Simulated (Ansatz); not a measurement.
Crystal: P.

```xyz
4
Lattice="1.6477 -5.4650 0.0000 1.6477 5.4650 0.0000 0.0000 0.0000 4.5436" Properties=species:S:1:pos:R:3 pbc="T T T"
P     1.6477   -4.4173    2.6754
P     1.6477    4.4173    1.8683
P     1.6477   -1.0477    0.4035
P     1.6477    1.0477    4.1401
```

| Quantity | Value |
| --- | --- |
| Program | Ansatz 0.2.0 |
| Task | relaxation of cell and atoms |
| Functional | revPBE |
| Potentials or basis | Ansatz PAW |
| Cutoff | 420 eV (not typed: the program's choice for these potentials) |
| k mesh | 8 × 8 × 6 |
| Occupations | fermi-dirac, width 0.05 eV |
| Spin | no spin polarisation |

At the start: volume 20.46 Å³/atom.

Q: How do energy, volume and symmetry change on relaxing?

A: It ends after 22 steps and the volume is 30.23 Å³/atom (+47.8 %); space group Cmce (No. 64, to 0.05 Å).

The path:
| step | energy change (eV) | largest force (eV/Å) | volume (Å³) |
| --- | --- | --- | --- |
| 1 | 0.0000 | 0.3553 | 81.83 |
| 2 | -0.0562 | 0.1738 | 87.99 |
| 3 | -0.0757 | 0.1374 | 92.98 |
| 4 | -0.0821 | 0.0433 | 96.77 |
| 5 | -0.0836 | 0.0185 | 97.06 |
| 6 | -0.0837 | 0.0040 | 97.34 |
| 7 | -0.0838 | 0.0003 | 97.31 |
| 8 | -0.0978 | 0.0035 | 97.31 |
| 9 | -0.1070 | 0.0682 | 101.84 |
| 10 | -0.1116 | 0.0794 | 106.18 |
| 11 | -0.1122 | 0.0460 | 107.90 |
| 12 | -0.1129 | 0.0061 | 107.91 |
| 13 | -0.1180 | 0.0071 | 107.91 |
| 14 | -0.1205 | 0.0018 | 110.71 |
| 15 | -0.1218 | 0.0344 | 114.97 |
| 16 | -0.1219 | 0.0016 | 115.73 |
| 17 | -0.1219 | 0.0006 | 115.89 |
| 18 | -0.1240 | 0.0004 | 115.89 |
| 19 | -0.1246 | 0.0106 | 118.30 |
| 20 | -0.1246 | 0.0112 | 121.02 |
| 21 | -0.1246 | 0.0036 | 120.92 |
| 22 | -0.1254 | 0.0039 | 120.92 |

Final structure:
```cif
data_structure
_symmetry_space_group_name_H-M 'P 1'
_symmetry_Int_Tables_number 1
_cell_length_a 7.8894
_cell_length_b 7.8894
_cell_length_c 4.7268
_cell_angle_alpha 90.000
_cell_angle_beta 90.000
_cell_angle_gamma 155.733
_cell_volume 120.92
loop_
_atom_site_label
_atom_site_type_symbol
_atom_site_fract_x
_atom_site_fract_y
_atom_site_fract_z
_atom_site_occupancy
P1 P 0.93191 0.06809 0.59196 1
P2 P 0.06809 0.93191 0.40804 1
P3 P 0.56809 0.43191 0.09196 1
P4 P 0.43191 0.56809 0.90804 1
```

Caveat: the volume moved by over 15 % at a fixed basis, so the end points are rough; the plane-wave basis is chosen anew once the cell has moved, so the energies of steps on either side of that aren't comparable; the PAW data sets come from PBE, with cores solved anew for the run's functional, which leaves a small shift of forces and pressure.
